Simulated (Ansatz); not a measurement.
# Al2O3: the cost of one run

Program: Ansatz 0.2.0. Level of theory: DFT PBE, scalar-relativistic, plane waves, PAW. These are calculated values, not measurements.

1 further run of the same task is left out (set aside as unsound or not needed).

### Step 1. Starting point

Symmetry: P-3m1, No. 164, trigonal system. Conventional cell: a = 3.178 Å, b = 3.178 Å, c = 4.945 Å, α = 90.00°, β = 90.00°, γ = 120.00°. Around Al (site symmetry 3m) lie 7 O at 1.91 to 2.20 Å. Around O (site symmetry -3m) lie 6 Al at 2.20 Å. Around O (site symmetry 3m) lie 4 Al at 1.91 to 1.98 Å.

Coordinates:

```
CELL_PARAMETERS angstrom
3.17846 0.00000 0.00000
-1.58923 2.75263 0.00000
0.00000 0.00000 4.94517
ATOMIC_POSITIONS crystal
Al 0.33333 0.66667 0.24500
Al 0.66667 0.33333 0.75500
O 0.00000 0.00000 0.00000
O 0.33333 0.66667 0.64500
O 0.66667 0.33333 0.35500
```

(A quick probe on a coarse mesh, which set the mesh and smearing, is not shown.)

### Step 3. Rough relaxation on the coarse mesh

Input file input.yaml:

```yaml
crystal:
  lattice:
    - [3.1784598717, 0.0, 0.0]
    - [-1.5892299359, 2.7526269938, 0.0]
    - [0.0, 0.0, 4.9451672624]
  atoms:
    - { symbol: Al, position: [0.3333333333, 0.6666666667, 0.245] }
    - { symbol: Al, position: [0.6666666667, 0.3333333333, 0.755] }
    - { symbol: O, position: [0.0, 0.0, 0.0] }
    - { symbol: O, position: [0.3333333333, 0.6666666667, 0.645] }
    - { symbol: O, position: [0.6666666667, 0.3333333333, 0.355] }
basis:
  ecutwfc: 420
kpoints:
  mp_grid: { grid: [6, 6, 4] }
hamiltonian:
  xc: pbe
scf:
  occupations: { method: gaussian, width: 0.1 }
  lower_state_search: "off"
output:
  forces: true
  stress: true
  eigenvalues: true
relax:
  adjacent_minimum: "off"
  f_tol: 0.04
  max_steps: 70
  cell: { stress_tol: 0.4 }
```

Launch:

```sh
$ ansatz run input.yaml --threads 1 --pin off --max-ram 2560MiB --backend cpu --events-out ev --progress --plain --runs-dir out
```

Q: Estimate wall time and peak memory on 1 thread of Intel Xeon 6975P-C (Granite Rapids), shared host.

About 18 s, with a peak of 0.34 GiB.
